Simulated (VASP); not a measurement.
A run of VASP 6.6.1 is set up as follows.

File INCAR:

```
PREC = Accurate
ENCUT = 600
EDIFF = 1E-6
ISMEAR = 0
SIGMA = 0.1
LREAL = False
LASPH = True
NELM = 100
ALGO = Fast
ISIF = 3
LWAVE = False
LCHARG = False
GGA = PE
IBRION = 2
NSW = 100
EDIFFG = -0.01
```

Contents of KPOINTS:

```
Automatic mesh
0
Gamma
  24 24 24
```

The input POSCAR:

```
Al
1.0
   -1.6166117779      1.6166117779      1.6166117779
    1.6166117779     -1.6166117779      1.6166117779
    1.6166117779      1.6166117779     -1.6166117779
Al
1
Direct
    0.0000000000      0.0000000000      0.0000000000
```

Potentials or basis: VASP PAW PBE potentials, release 64 (Al).

Run with:

```bash
$ cat potpaw_PBE.64/Al/POTCAR > POTCAR
$ mpirun -np 1 vasp_std > vasp.out
```

**Question.** What does it give for the band gap on the k mesh?

**Answer.** None (metal or under the smearing width).

Final structure:
```
Al
1.0
    -1.61661    1.61661    1.61661
     1.61661   -1.61661    1.61661
     1.61661    1.61661   -1.61661
Al
1
Direct
  0.00000 0.00000 0.00000
```

Caveat: the relaxation stopped at its first step, so nothing moved.
